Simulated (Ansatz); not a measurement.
**ZnSe: Zn vacancy**

The calculation used DFT PBE, scalar-relativistic, plane waves, PAW in Ansatz 0.2.0. (420 eV cutoff, 1×1×1 k-mesh, Gaussian smearing of 0.01 eV, collinear spin)

Host crystal, relaxed:

```yaml
crystal:
  lattice:
    - [0.00000, 2.86588, 2.86588]
    - [2.86588, 0.00000, 2.86588]
    - [2.86588, 2.86588, 0.00000]
  atoms:
    - { symbol: Zn, position: [0.00000, 0.00000, 0.00000] }
    - { symbol: Se, position: [0.25000, 0.25000, 0.25000] }
```

Supercell of 32 atoms, rows in host cell vectors: 1 -3 1; 1 1 1; -3 1 1. Atoms relax at the host's cell from a start displaced at random by 0.06 Å near the defect, so other minima may exist. The cell is small, so energies carry finite-size errors of tenths of an eV. The zone centre alone is far too coarse a mesh for this cell, so the numbers show that error and aren't the defect's converged properties. The host's Kohn–Sham gap is 1.15 eV.

Starting moments were lost in some runs.

Defect: Zn vacancy, charge -1.

Command:

```bash
ansatz run input.yaml --threads 4 --pin off --max-ram 8192MiB --backend cpu --events-out ev --progress --plain --runs-dir out
```

The input:

```yaml
crystal:
  lattice:
    - [-5.7317610682, 5.7317610682, -5.7317610682]
    - [5.7317610682, 5.7317610682, 5.7317610682]
    - [5.7317610682, -5.7317610682, -5.7317610682]
  atoms:
    - { symbol: Zn, position: [0.0103571752, 0.5042254773, 0.501713482] }
    - { symbol: Zn, position: [0.5024226044, 0.2476224173, 0.257384689] }
    - { symbol: Zn, position: [0.7503158636, 0.7496509582, 0.4997971031] }
    - { symbol: Zn, position: [0.2500992113, 0.4990825007, 0.2581800462] }
    - { symbol: Zn, position: [0.5024491936, 0.0071647989, 0.4975596168] }
    - { symbol: Zn, position: [-0.0018863733, 0.754450074, 0.2455400832] }
    - { symbol: Zn, position: [0.7497093167, 0.2492331948, -0.0003776014] }
    - { symbol: Zn, position: [0.4916312176, 0.4931098253, -0.0047954398] }
    - { symbol: Zn, position: [0.758566895, 0.0004598638, 0.2503164418] }
    - { symbol: Zn, position: [0.0086048859, 0.2516957527, 0.7536080183] }
    - { symbol: Zn, position: [0.2499463927, 0.7493177406, -0.0002749038] }
    - { symbol: Zn, position: [-0.0021445831, -0.0045471705, 0.0044397183] }
    - { symbol: Zn, position: [0.7412971976, 0.4914933122, 0.7414557317] }
    - { symbol: Zn, position: [0.4898164556, 0.7438603767, 0.7414237204] }
    - { symbol: Zn, position: [0.2502037922, 0.0071002729, 0.7489080062] }
    - { symbol: Se, position: [0.2502779904, 0.2533336559, 0.745143028], spin: 0.25 }
    - { symbol: Se, position: [-0.0014078605, 0.4989269184, 0.7489233249] }
    - { symbol: Se, position: [0.4877998235, 0.2446756345, 0.4973944076], spin: 0.25 }
    - { symbol: Se, position: [0.746574742, 0.7471996498, 0.748519245] }
    - { symbol: Se, position: [0.249694723, 0.4880782591, 0.4996585441], spin: 0.25 }
    - { symbol: Se, position: [0.4989834389, 0.0003546178, 0.7475478686] }
    - { symbol: Se, position: [0.0010676017, 0.7514932351, 0.4987293274] }
    - { symbol: Se, position: [0.7532466127, 0.2506881232, 0.2519740546] }
    - { symbol: Se, position: [0.4989485173, 0.4973314586, 0.2510140466] }
    - { symbol: Se, position: [0.7530588138, 0.0013913866, 0.5006236449] }
    - { symbol: Se, position: [0.0010149039, 0.2484827765, 0.0019609868] }
    - { symbol: Se, position: [0.2501289527, 0.7486152858, 0.2504034746] }
    - { symbol: Se, position: [0.0109165613, 0.0040065031, 0.2549811084], spin: 0.25 }
    - { symbol: Se, position: [0.7469326119, 0.4982849886, -0.0024475444] }
    - { symbol: Se, position: [0.5012588963, 0.7501309412, 0.0001863973] }
    - { symbol: Se, position: [0.2500714547, 0.0001482627, -0.0006986058] }
  host:
    lattice:
      - [0.0, 2.8658805341, 2.8658805341]
      - [2.8658805341, 0.0, 2.8658805341]
      - [2.8658805341, 2.8658805341, 0.0]
    atoms:
      - { symbol: Zn, position: [0.0, 0.0, 0.0] }
      - { symbol: Se, position: [0.25, 0.25, 0.25] }
total_charge: -1
basis:
  ecutwfc: 420
  xc_grid: 2
kpoints:
  mp_grid: { grid: [1, 1, 1], shift: [0.0, 0.0, 0.0] }
hamiltonian:
  xc: pbe
scf:
  occupations: { method: gaussian, width: 0.01 }
output:
  forces: true
  stress: false
  eigenvalues: true
  populations: true
  charged_corrections:
    defect_position: [0.25, 0.25, 0.5]
    epsilon: [[10.789, 0.0, 0.0], [0.0, 10.789, 0.0], [0.0, 0.0, 10.789]]
magnetization:
  spin_polarized: true
relax:
  adjacent_minimum: "off"
  f_tol: 0.025
  max_steps: 45
```

From the output:

```
Warning: RAYON_NUM_THREADS=4 ignored (pool sized by the plan → 4); use --threads N
Crystal: 31 atoms, lattice volume = 753.224 Å³
Basis set: ecut = 420 eV, 14771 PW (Γ), exchange–correlation on 144×144×144 points (8 copies of the dense FFT grid, shifted against one another)
Bands: 263, of which v1, the nominal top of the filled ones, is band 219 counted from 1 (218 counted from 0)
Symmetry: 1 space group operations
Space group: P1 (ITA 1), of the structure as read, at distance tolerance 9.1e-5 Å
k-points: 1
relax step   1: F+E_penalty+E_count = -137302.67049083 eV  Δ(F+E_penalty+E_count) = +0.000e0 eV  max|allowed force component| = 3.080e-1 eV/Å  Δτ_max = 0.0000 Å
relax step   2: F+E_penalty+E_count = -137302.68802796 eV  Δ(F+E_penalty+E_count) = -1.754e-2 eV  max|allowed force component| = 7.209e-2 eV/Å  Δτ_max = 0.0446 Å
relax step   3: F+E_penalty+E_count = -137302.69085761 eV  Δ(F+E_penalty+E_count) = -2.830e-3 eV  max|allowed force component| = 2.245e-2 eV/Å  Δτ_max = 0.0123 Å
SCF converged after 14 iterations
Free energy (F): -137302.690858 eV
E sigma→0 (E₀):  -137302.688007 eV
Fermi energy:    6.198163 eV
```

The relaxation gained 0.02 eV in 3 steps. Time: 3.5 min on 4 threads of AMD EPYC (Zen 3), on a shared host, peak memory 1.5 GiB.